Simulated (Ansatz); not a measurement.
# PbSe (Clausthalite): the cost of one run

Method: DFT PBEsol, scalar-relativistic, plane waves, PAW, in Ansatz 0.2.0.

1 further run of the same task is left out (set aside as unsound or not needed).

### 1 The system as given

The structure is cubic, space group Fm-3m (No. 225). Conventional cell: a = 6.218 Å, b = 6.218 Å, c = 6.218 Å, α = 90.00°, β = 90.00°, γ = 90.00°. Pb (site symmetry m-3m) is surrounded by 6 Se at 3.11 Å. Se (site symmetry m-3m) has 6 Pb at 3.11 Å as nearest neighbours.

As a file:

```
CELL_PARAMETERS angstrom
0.00000 3.10894 3.10894
3.10894 0.00000 3.10894
3.10894 3.10894 0.00000
ATOMIC_POSITIONS crystal
Pb 0.00000 0.00000 0.00000
Se 0.50000 0.50000 0.50000
```

It is the result of an earlier relaxation at this level (volume 30.05 Å³/atom; gap on the mesh: 0.43 eV).

### 2 Relaxing with PBEsol

input.yaml

```yaml
crystal:
  lattice:
    - [0.0, 3.1089437883, 3.1089437883]
    - [3.1089437883, 0.0, 3.1089437883]
    - [3.1089437883, 3.1089437883, 0.0]
  atoms:
    - { symbol: Pb, position: [0.0, 0.0, 0.0] }
    - { symbol: Se, position: [0.5, 0.5, 0.5] }
basis:
  ecutwfc: 420
kpoints:
  mp_grid: { grid: [10, 10, 10] }
hamiltonian:
  xc: pbesol
scf:
  occupations: { method: gaussian, width: 0.01 }
output:
  forces: true
  stress: true
  eigenvalues: true
relax:
  adjacent_minimum: "off"
  f_tol: 0.005
  max_steps: 50
  cell: { stress_tol: 0.05 }
```

On the command line:

```
ansatz run input.yaml --threads 1 --pin off --max-ram 2560MiB --backend cpu --events-out ev --progress --plain --runs-dir out
```

Q: Estimate wall time and peak memory on 1 thread of Arm Neoverse V2, shared host.

About 12 s, with a peak of 0.36 GiB.
